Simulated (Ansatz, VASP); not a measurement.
**C: VASP beside Ansatz**

```
C
1.0
     2.52048    0.00000    0.00000
    -1.26024    2.18280    0.00000
     0.00000    0.00000   12.42892
C
12
Direct
  0.00000 0.00000 0.18686
  0.00000 0.00000 0.68686
  0.00000 0.00000 0.31314
  0.00000 0.00000 0.81314
  0.33333 0.66667 0.52077
  0.66667 0.33333 0.02077
  0.33333 0.66667 0.97923
  0.66667 0.33333 0.47923
  0.33333 0.66667 0.64509
  0.66667 0.33333 0.14509
  0.33333 0.66667 0.85491
  0.66667 0.33333 0.35491
```

Alike in both runs: functional PBE; k mesh 12 × 12 × 2; occupations gaussian, width 0.02 eV; no spin polarisation.

Ansatz relaxed the structure, and its values are those at the end. VASP's run is a single point on that final structure, the one shown.

|  | VASP | Ansatz |
| --- | --- | --- |
| version | VASP 6.6.1 | Ansatz 0.2.0 |
| potentials or method | VASP PAW PBE potentials, release 64 (C) | scalar-relativistic, plane waves, PAW |
| plane-wave cutoff (eV) | 520 | 420 |
| valence electrons in the cell | 48 | 48 |

Ansatz gave:

| Item | Value |
| --- | --- |
| gap on the k mesh at the Fermi level (eV) | 4.44 |
| least direct gap on the mesh (eV) | 5.38 |
| pressure (GPa) | 0.0 |

Question: Estimate VASP's values.

Answer: gap on the k mesh at the Fermi level (eV): 4.44; least direct gap on the mesh (eV): 5.38; pressure (GPa): 0.7.
